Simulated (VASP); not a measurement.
# Fe: equation of state with PBEsol

Fe:

```
CELL_PARAMETERS angstrom
-1.44300 1.44300 1.44300
1.44300 -1.44300 1.44300
1.44300 1.44300 -1.44300
ATOMIC_POSITIONS crystal
Fe 0.00000 0.00000 0.00000
```

| Quantity | Value |
| --- | --- |
| Program | VASP 6.6.1 |
| Task | equation of state |
| Functional | PBEsol |
| Potentials or basis | VASP PAW PBE potentials, release 64 (Fe) |
| Cutoff | 520 eV |
| k mesh | 13 × 13 × 13 |
| Occupations | fermi-dirac, width 0.05 eV |
| Spin | collinear spin, ferromagnetic start |
| Starting moments | [3.0] μB |
| Ladder | free |
| Further INCAR settings | ALGO = Normal; EDIFF = 1e-07; NBANDS = 14 |

```json
{
  "Equilibrium volume": "10.84 Å³/atom (rough: see the caveat)",
  "Bulk modulus": "266 GPa (rough)"
}
```

Energy against volume, from the lowest point:
```tsv
volume (Å³/atom)	energy (meV/atom)
11.298	0.00
11.538	16.63
11.778	37.89
12.019	62.56
12.259	89.89
12.499	119.34
12.740	149.73
```

All runs of the series together: 2.1 min on 1 thread of AMD EPYC 9R45 96-Core Processor (Zen 5) (shared host).

Caveat: the fit is doubtful: noisy points or a state that changes with volume; the minimum lies outside the volumes run; the PAW data sets were made with another functional, which shifts forces and pressure a little.
